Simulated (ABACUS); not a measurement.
Ag: equation of state with PBE

Ag:

```
Ag
1.0
     0.00000    2.04275    2.04275
     2.04275    0.00000    2.04275
     2.04275    2.04275    0.00000
Ag
1
Direct
  0.00000 0.00000 0.00000
```

```json
{
  "Program": "ABACUS 3.10.1",
  "Task": "equation of state",
  "Functional": "PBE",
  "Potentials or basis": "PseudoDojo NC SR 0.4.1 PBE standard",
  "Cutoff": "1361 eV",
  "Density cutoff": "5442 eV",
  "Basis": "DZP LCAO (the cutoffs set its grid)",
  "k mesh": "11 × 11 × 11",
  "Occupations": "fermi-dirac, width 0.05 eV",
  "Spin": "no spin polarisation",
  "Orbital files": "Ag Ag_confined-atom_7au_3s2p2d1f.orb",
  "Radial cutoff of the potentials (pseudo_rcut)": "10 bohr",
  "SCF threshold on the density": "1e-07",
  "Max SCF steps": "100",
  "Eigensolver": "genelpa",
  "Mixing": "broyden",
  "Mixing share": "0.7",
  "Symmetry key": "1",
  "Bands": "14"
}
```

The equilibrium volume is 17.94 Å³/atom. The bulk modulus is 87 GPa and the pressure derivative of the bulk modulus is 6.2 (rough: it moves with the points fitted).

Energy against volume, from the lowest point:
```
volume (Å³/atom)  energy (meV/atom)
          16.025              72.23
          16.366              46.35
          16.707              26.98
          17.048              13.29
          17.389               4.68
          17.730               0.54
          18.071               0.00
```

All runs of the series together: 24 s on 4 threads of AMD EPYC 7B13 (Zen 3), with other jobs on the host.

Caveat: the atomic orbitals were generated for these runs and aren't a published set; the basis of atomic orbitals isn't converged, which shifts pressures, moduli and gaps. PBE usually gives volumes a little too large and moduli too small.
